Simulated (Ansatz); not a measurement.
Ni in Ansatz: the effect of functional

The system is Ni.

```xyz
2
Lattice="2.4480 0.0000 0.0000 -1.2240 2.1201 0.0000 0.0000 0.0000 4.0728" Properties=species:S:1:pos:R:3 pbc="T T T"
Ni    1.2240    0.7067    3.0546
Ni    0.0000    1.4134    1.0182
```

This isn't the form of Ni at room conditions, which is fcc.

Alike in all runs:

```yaml
Program: Ansatz 0.2.0
Task: band structure
Potentials_or_basis: Ansatz PAW
k_mesh: 7 × 7 × 4
Occupations: fermi-dirac, width 0.05 eV
Spin: collinear spin, ferromagnetic start
Starting_moments: "[1.0, 1.0] μB"
```

| functional | cutoff | pressure (GPa) | moment (μB) |
| --- | --- | --- | --- |
| LDA | 420 eV (not typed: the program's choice for these potentials) | -11.2 | 1.16 |
| PBEsol | 420 eV (not typed: the program's choice for these potentials) | -3.1 | 1.31 |
| r2SCAN | 500 eV (not typed: the program's choice for these potentials) | ? | ? |

Problem. What does the run with functional r2SCAN give?

Solution. Pressure -0.1 GPa; moment 1.66 μB.

Caveats: all runs use coarse meshes; the PAW data sets come from PBE, with cores solved anew for the run's functional, which leaves a small shift of forces and pressure; the magnetic or orbital state may not be the lowest (some runs).
